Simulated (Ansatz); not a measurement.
# NaF (Fm-3m): G0W0 and the starting functional

```cif
data_structure
_symmetry_space_group_name_H-M 'P 1'
_symmetry_Int_Tables_number 1
_cell_length_a 3.2244
_cell_length_b 3.2244
_cell_length_c 3.2244
_cell_angle_alpha 60.000
_cell_angle_beta 60.000
_cell_angle_gamma 60.000
_cell_volume 23.70
loop_
_atom_site_label
_atom_site_type_symbol
_atom_site_fract_x
_atom_site_fract_y
_atom_site_fract_z
_atom_site_occupancy
Na1 Na 0.00000 0.00000 0.00000 1
F1 F 0.50000 0.50000 0.50000 1
```

Held fixed (Ansatz):

```
datasets        : all-electron datasets in plane waves (scalar-relativistic, Gaussian nuclei)
k mesh          : 4×4×4
empty bands     : 153
response cutoff : 200 eV
frequencies     : contour deformation
q → 0 term      : analytic weight of Carrier, Rohra and Görling
band sums       : cut at the band count
```

The gap is read direct at Γ, linearised, between the Kohn-Sham band edges among the points solved. ε∞ is the electronic dielectric constant on this mesh. Wave cutoffs: 3300, 3300 eV in the order of the table.

(1) The orbitals come from PBE, r²SCAN in turn. Does G0W0 narrow the spread of the gaps between these starts?

## Answers

(1) The Kohn-Sham gaps spread over 0.83 eV and the G0W0 gaps over 0.43 eV, so the dependence on the start shrinks but stays.

| orbitals | KS gap (eV) | G0W0 gap (eV) | ε∞ |
| --- | --- | --- | --- |
| PBE | 6.58 | 10.94 | 1.8 |
| r²SCAN | 7.41 | 11.37 | 1.7 |

The cell is a model at fixed atoms and needn't be the relaxed known crystal. The mesh is coarse, so these are values at the stated settings, not converged ones. Band sums or response are cut, so the gap isn't at its basis limit. With r²SCAN or HSE06 the Kohn-Sham levels are generalised ones.
